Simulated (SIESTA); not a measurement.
FePt (Tetraferroplatinum):

```
Pt Fe
1.0
     2.72350    0.00000    0.00000
     0.00000    2.72350    0.00000
     0.00000    0.00000    3.72000
Pt Fe
1 1
Direct
  0.50000 0.50000 0.50000
  0.00000 0.00000 0.00000
```

* Program: SIESTA 5.4.2
* Task: single point
* Functional: PBE
* Potentials or basis: PseudoDojo 0.4 standard (PBE files)
* Basis: DZP (energy shift 0.002 Ry)
* Grid cutoff: 800 Ry
* Energy shift: 0.002 Ry
* k mesh: 10 × 10 × 7
* Occupations: fermi-dirac, width 0.05 eV
* Spin: collinear spin, ferromagnetic start
* Starting moments: [0.0, 3.0] μB

On this cell: pressure 5.7 GPa; largest force under 0.003 eV/Å; net moment 3.37 μB per cell; site moments Pt +0.23; Fe +3.14 μB; band gap on the k mesh none (metal or under the smearing width).

The same run follows on a disturbed copy (atoms moved at random, drawn with an rms of 0.05 Å):

```xyz
2
Lattice="2.7235 0.0000 0.0000 0.0000 2.7235 0.0000 0.0000 0.0000 3.7200" Properties=species:S:1:pos:R:3 pbc="T T T"
Pt    1.3525    1.3543    1.8681
Fe   -0.0239    0.0517    0.0431
```

Task: What changes?

Result: The energy (extrapolated to zero smearing) moves by +7.6 meV/atom; pressure 5.9 GPa; largest force 0.475 eV/Å; net moment 3.37 μB per cell; site moments Pt +0.23; Fe +3.13 μB; band gap on the k mesh none (metal or under the smearing width).

Forces on the atoms (eV/Å):
```
Pt  -0.069  0.287  0.371
Fe   0.066 -0.289 -0.371
```

Stress tensor (GPa, compression positive):
```
 6.00  0.01 -0.09
 0.01  5.98  0.39
-0.09  0.39  5.79
```

Caveats: semicore shells carry a single zeta, which can move pressures by several GPa and volumes by a few percent; the basis of atomic orbitals isn't converged, which shifts pressures, moduli and gaps.
